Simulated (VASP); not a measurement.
# PbS (Galena) (Fm-3m) in VASP: a series of runs, part 2 of 3

VASP 6.6.1.

## 3. Elastic constants, PBE

Input file POSCAR:

```
PbS
1.0
    0.0000000000      2.9657500000      2.9657500000
    2.9657500000      0.0000000000      2.9657500000
    2.9657500000      2.9657500000      0.0000000000
Pb S
1 1
Direct
    0.0000000000      0.0000000000      0.0000000000
    0.5000000000      0.5000000000      0.5000000000
```

Input file INCAR.step1:

```
  PREC = Accurate
  ENCUT = 600
  EDIFF = 1E-8
  ISMEAR = -1
  SIGMA = 0.05
  LREAL = F
  LASPH = T
  NELM = 60
  ALGO = Fast
  ISIF = 3
  LWAVE = F
  LCHARG = F
  GGA = PE
  IBRION = 2
  NSW = 40
  EDIFFG = -0.002
```

Input file INCAR.step2:

```
  PREC = Accurate
  ENCUT = 600
  EDIFF = 1E-8
  ISMEAR = -1
  SIGMA = 0.05
  LREAL = F
  LASPH = T
  NELM = 60
  ALGO = Fast
  ISIF = 3
  LWAVE = F
  LCHARG = F
  GGA = PE
  IBRION = 6
  NFREE = 2
  POTIM = 0.015
  NSW = 1
```

Input file KPOINTS:

```
Automatic mesh
0
Gamma
  6 6 6
```

Potentials or basis: VASP PAW PBE potentials, release 64 (Pb_d, S).

Started as:

```sh
cat potpaw_PBE.64/Pb_d/POTCAR potpaw_PBE.64/S/POTCAR > POTCAR
cp INCAR.step1 INCAR
mpirun -np 1 vasp_std > vasp.out
cp CONTCAR POSCAR
cp INCAR.step2 INCAR
mpirun -np 1 vasp_std > vasp.out
```

OUTCAR:

```text
PREC = Accurate
   ENCUT = 600
   EDIFF = 1E-8
   ISMEAR = -1
   LREAL = F
   LASPH = T
   NELM = 60
   ISIF = 3
   GGA = PE
   IBRION = 6
   NFREE = 2
   POTIM = 0.015
   NSW = 1

 ion  position               nearest neighbor table
   1  0.000  0.000  0.000-   2 3.00   2 3.00   2 3.00   2 3.00   2 3.00   2 3.00
   2  0.500  0.500  0.500-   1 3.00   1 3.00   1 3.00   1 3.00   1 3.00   1 3.00

  LATTYP: Found a face centered cubic cell.
 ALAT       =     6.0067153549

  Lattice vectors:

 A1 = (   0.0000000000,   3.0033576774,   3.0033576774)
 A2 = (   3.0033576774,   0.0000000000,   3.0033576774)
 A3 = (   3.0033576774,   3.0033576774,   0.0000000000)

Analysis of symmetry for initial positions (statically):
=====================================================================
 Subroutine PRICEL returns:
 Original cell was already a primitive cell.

 Routine SETGRP: Setting up the symmetry group for a
 face centered cubic supercell.

 Subroutine GETGRP returns: Found 48 space group operations
 (whereof 48 operations were pure point group operations)
 out of a pool of 48 trial point group operations.

The static configuration has the point symmetry O_h .

Analysis of symmetry for dynamics (positions and initial velocities):
=====================================================================
 Subroutine PRICEL returns:
 Original cell was already a primitive cell.

 Routine SETGRP: Setting up the symmetry group for a
[... 765 lines left out ...]
  in kB        0.2019658      0.1206181      0.1206181      0.0000000      0.0000000      0.0000000
  external PRESSURE =       0.1477340 kB  Pullay stress =       0.0000000 kB
[... 17 lines left out ...]
  FREE ENERGIE OF THE ION-ELECTRON SYSTEM (eV)
  ---------------------------------------------------
  free  energy   TOTEN  =        -8.7713956731 eV

  energy  without entropy=       -8.7712456849  energy(sigma->0) =       -8.77132068

 INTERNAL STRAIN TENSORS FROM STRAINED CELLS
 ============================================

 INTERNAL STRAIN TENSOR FOR ION    1 for displacements in x,y,z  (eV/Angst):
          X           Y           Z          XY          YZ          ZX
  --------------------------------------------------------------------------------
  x     0.00000     0.00000    -0.00000    -0.00000     0.00000     0.00000
  y    -0.00000    -0.00000     0.00000     0.00000     0.00000    -0.00000
  z     0.00000    -0.00000    -0.00000     0.00000     0.00000     0.00000

 INTERNAL STRAIN TENSORS FROM DISPLACED ATOMS
 ============================================

 INTERNAL STRAIN TENSOR FOR ION    1 for displacements in x,y,z  (eV/Angst):
          X           Y           Z          XY          YZ          ZX
  --------------------------------------------------------------------------------
  x     0.00000     0.00000     0.00000     0.00000     0.00000     0.00000
  y     0.00000     0.00000     0.00000     0.00000     0.00000     0.00000
  z     0.00000     0.00000     0.00000     0.00000     0.00000     0.00000

 INTERNAL STRAIN TENSOR FOR ION    2 for displacements in x,y,z  (eV/Angst):
          X           Y           Z          XY          YZ          ZX
  --------------------------------------------------------------------------------
  x     0.00000     0.00000     0.00000     0.00000     0.00000     0.00000
  y     0.00000     0.00000     0.00000     0.00000     0.00000     0.00000
  z     0.00000     0.00000     0.00000     0.00000     0.00000     0.00000

 Eigenvectors and eigenvalues of the dynamical matrix
 ----------------------------------------------------

   1 f  =    0.566290 THz     3.558102 2PiTHz   18.889385 cm-1     2.341984 meV
             X         Y         Z           dx          dy          dz
      0.000000  0.000000  0.000000    -0.414225    0.000000    0.000000
      3.003358  3.003358  3.003358     0.910174    0.000000    0.000000
[... 21 lines left out ...]
   6 f/i=    0.029640 THz     0.186234 2PiTHz    0.988688 cm-1     0.122582 meV
             X         Y         Z           dx          dy          dz
      0.000000  0.000000  0.000000     0.000000    0.000000    0.910174
      3.003358  3.003358  3.003358     0.000000    0.000000    0.414225

--------------------------------------------------------------------------------------------------------

 ELASTIC MODULI CONTR FROM IONIC RELAXATION (kBar)
 Direction    XX          YY          ZZ          XY          YZ          ZX
 --------------------------------------------------------------------------------
 XX           0.0000      0.0000      0.0000      0.0000      0.0000      0.0000
 YY           0.0000      0.0000      0.0000      0.0000      0.0000      0.0000
 ZZ           0.0000      0.0000      0.0000      0.0000      0.0000      0.0000
 XY           0.0000      0.0000      0.0000      0.0000      0.0000      0.0000
 YZ           0.0000      0.0000      0.0000      0.0000      0.0000      0.0000
 ZX           0.0000      0.0000      0.0000      0.0000      0.0000      0.0000
 --------------------------------------------------------------------------------

 TOTAL ELASTIC MODULI (kBar)
 Direction    XX          YY          ZZ          XY          YZ          ZX
 --------------------------------------------------------------------------------
 XX        1273.0531    163.0098    163.0098      0.0000      0.0000     -0.0000
 YY         163.0098   1273.0531    163.0098      0.0000     -0.0000      0.0000
 ZZ         163.0098    163.0098   1273.0531      0.0000      0.0000      0.0000
 XY           0.0000      0.0000      0.0000    202.1731      0.0000      0.0000
 YZ           0.0000     -0.0000      0.0000      0.0000    202.1731      0.0000
 ZX          -0.0000      0.0000      0.0000      0.0000      0.0000    202.1731
 --------------------------------------------------------------------------------
```

OUTCAR.step1:

```text
PREC = Accurate
   ENCUT = 600
   EDIFF = 1E-8
   ISMEAR = -1
   LREAL = F
   LASPH = T
   NELM = 60
   ISIF = 3
   GGA = PE
   IBRION = 2
   NSW = 40
   EDIFFG = -0.002

[... 273 lines left out ...]
      1     -11.4334      2.00000
      2     -11.4334      2.00000
      3     -11.4334      2.00000
      4     -11.4161      2.00000
      5     -11.4161      2.00000
      6      -7.9317      2.00000
      7      -0.7714      2.00000
      8       3.3436      2.00000
      9       3.3436      2.00000
     10       3.3436      2.00000
     11      10.4337      0.00000
     12      10.4337      0.00000
     13      10.4337      0.00000
     14      12.1580      0.00000
[... 282 lines left out ...]
  FREE ENERGIE OF THE ION-ELECTRON SYSTEM (eV)
  ---------------------------------------------------
  free  energy   TOTEN  =        -8.7711392815 eV

  energy  without entropy=       -8.7709868350  energy(sigma->0) =       -8.77106306

 reached required accuracy - stopping structural energy minimisation
```

OSZICAR.step1:

```text
N       E                     dE             d eps       ncg     rms          rms(c)
DAV:   1     0.163457200689E+03    0.16346E+03   -0.10560E+04   448   0.165E+03
DAV:   2     0.494405404524E+01   -0.15851E+03   -0.15416E+03   490   0.369E+02
DAV:   3    -0.883842702372E+01   -0.13782E+02   -0.13057E+02   568   0.107E+02
[... 43 lines left out ...]
RMM:  11    -0.877113919220E+01   -0.81701E-07   -0.73596E-08   424   0.288E-03    0.133E-03
RMM:  12    -0.877113923794E+01   -0.45733E-07   -0.20071E-08   311   0.197E-03    0.389E-04
RMM:  13    -0.877113926350E+01   -0.25567E-07   -0.67070E-09   285   0.114E-03    0.163E-04
RMM:  14    -0.877113927727E+01   -0.13763E-07   -0.29802E-09   280   0.824E-04    0.355E-05
RMM:  15    -0.877113928147E+01   -0.42039E-08   -0.16524E-09   265   0.620E-04
   3 F= -.87711393E+01 E0= -.87710631E+01  d E =-.132200E-01
```

Wall time 8.4 min (1 thread of Intel Xeon Platinum 8488C (Sapphire Rapids), shared host); peak memory 0.28 GiB.

What came out:

| Property | Result |
| --- | --- |
| Relaxed volume | 27.09 Å³/atom |
| Relaxed cell | a = 4.247 Å, b = 4.247 Å, c = 4.247 Å, α = 60.00°, β = 60.00°, γ = 60.00° |
| Space group after relaxing (to 0.05 Å) | Fm-3m (No. 225) |
| Elastic constants C11, C12, C44 | 127, 16, 20 GPa |
| Voigt bulk modulus | 53 GPa |
| Highest phonon frequency at Γ, LO-TO splitting left out | 19 cm⁻¹ |

Step by step:
```tsv
step	energy change (eV)	largest force (eV/Å)	pressure (GPa)	volume (Å³)
1	0.0000	0.0000	2.18	52.17
2	-0.0117	0.0000	-0.67	54.89
3	-0.0132	0.0000	0.00	54.18
```

Final structure:
```xyz
2
Lattice="0.0000 3.0034 3.0034 3.0034 0.0000 3.0034 3.0034 3.0034 0.0000" Properties=species:S:1:pos:R:3 pbc="T T T"
Pb    0.0000    0.0000    0.0000
S     3.0034    3.0034    3.0034
```

Phonon frequencies in cm⁻¹ (negative: imaginary):
| q point | frequencies |
| --- | --- |
| (0.000, 0.000, 0.000) | -1 -1 -1 19 19 19 |

Elastic tensor in Voigt notation (GPa, in the Cartesian axes of the cell as first typed):
```
127  16  16   0   0   0
 16 127  16   0   0   0
 16  16 127   0   0   0
  0   0   0  20   0   0
  0   0   0   0  20   0
  0   0   0   0   0  20
```

Clamped-ion elastic tensor (GPa):
```
127  16  16   0   0   0
 16 127  16   0   0   0
 16  16 127   0   0   0
  0   0   0  20   0   0
  0   0   0   0  20   0
  0   0   0   0   0  20
```

The run has no spin-orbit coupling, so splittings on Pb are missing.

## 4. Born charges and dielectric tensor, PBE

Input file INCAR:

```
PREC = Accurate
ENCUT = 520
EDIFF = 1E-8
ISMEAR = -1
SIGMA = 0.05
LREAL = F
LASPH = T
NELM = 60
ALGO = Normal
ISIF = 2
LWAVE = F
LCHARG = F
GGA = PE
LEPSILON = T
IBRION = 8
```

Input file KPOINTS:

```
Automatic mesh
0
Gamma
  8 8 8
```

POSCAR is that of step 3.

Potentials or basis: VASP PAW PBE potentials, release 64 (Pb_d, S).

Started as:

```sh
cat potpaw_PBE.64/Pb_d/POTCAR potpaw_PBE.64/S/POTCAR > POTCAR
mpirun -np 1 vasp_std > vasp.out
```

OUTCAR:

```text
PREC = Accurate
   ENCUT = 520
   EDIFF = 1E-8
   ISMEAR = -1
   LREAL = F
   LASPH = T
   NELM = 60
   ISIF = 2
   GGA = PE
   LEPSILON = T
   IBRION = 8

 ion  position               nearest neighbor table
   1  0.000  0.000  0.000-   2 2.97   2 2.97   2 2.97   2 2.97   2 2.97   2 2.97
   2  0.500  0.500  0.500-   1 2.97   1 2.97   1 2.97   1 2.97   1 2.97   1 2.97

  LATTYP: Found a face centered cubic cell.
 ALAT       =     5.9315000000

  Lattice vectors:
[... 735 lines left out ...]
      2.965750  2.965750  2.965750    -0.931119   -0.000000   -0.000000
[... 21 lines left out ...]
   6 f/i=    0.003101 THz     0.019487 2PiTHz    0.103452 cm-1     0.012826 meV
             X         Y         Z           dx          dy          dz
      0.000000  0.000000  0.000000    -0.610789    0.347644    0.610789
      2.965750  2.965750  2.965750    -0.239243    0.136171    0.239243

--------------------------------------------------------------------------------------------------------

 MACROSCOPIC STATIC DIELECTRIC TENSOR IONIC CONTRIBUTION
 ------------------------------------------------------
         107.360668     0.000000     0.000000
           0.000000   107.360668     0.000000
           0.000000     0.000000   107.360668
 ------------------------------------------------------

 ELASTIC MODULI CONTR FROM IONIC RELAXATION (kBar)
 Direction    XX          YY          ZZ          XY          YZ          ZX
 --------------------------------------------------------------------------------
 XX           0.0000      0.0000      0.0000      0.0000      0.0000      0.0000
 YY           0.0000      0.0000      0.0000      0.0000      0.0000      0.0000
 ZZ           0.0000      0.0000      0.0000      0.0000      0.0000      0.0000
 XY           0.0000      0.0000      0.0000      0.0000      0.0000      0.0000
 YZ           0.0000      0.0000      0.0000      0.0000      0.0000      0.0000
 ZX           0.0000      0.0000      0.0000      0.0000      0.0000      0.0000
 --------------------------------------------------------------------------------

 PIEZOELECTRIC TENSOR IONIC CONTR  for field in x, y, z        (C/m^2)
          XX          YY          ZZ          XY          YZ          ZX
  --------------------------------------------------------------------------------
  x     0.00000     0.00000     0.00000     0.00000     0.00000     0.00000
  y     0.00000     0.00000     0.00000     0.00000     0.00000     0.00000
  z     0.00000     0.00000     0.00000     0.00000     0.00000     0.00000
```

It took 3.7 min on 1 thread of Intel Xeon Platinum 8488C (Sapphire Rapids), shared host; peak memory 0.28 GiB.

Results:

* Band gap on the k mesh: 0.36 eV, direct
* Electronic dielectric tensor (diagonal): 22.17
* Born charges (mean of the diagonal): Pb +3.95; S -3.95 e
* Highest phonon frequency at Γ, LO-TO splitting left out: 70 cm⁻¹

Phonon frequencies in cm⁻¹ (negative: imaginary):
```
              q point     frequencies
(0.000, 0.000, 0.000)  0 0 0 70 70 70
```

Electronic dielectric tensor:
```
22.17  0.00  0.00
 0.00 22.17  0.00
 0.00  0.00 22.17
```

Born effective charge tensors (e):
atom 1, Pb
```
3.95 0.00 0.00
0.00 3.95 0.00
0.00 0.00 3.95
```
atom 2, S
```
-3.95  0.00  0.00
 0.00 -3.95  0.00
 0.00  0.00 -3.95
```

Caveat: the gap is small at this level, which inflates the dielectric constant; spin-orbit coupling is left out, which as a rule narrows the gap of such compounds by several tenths of an eV.

(Part 2 of 3 ends here.)
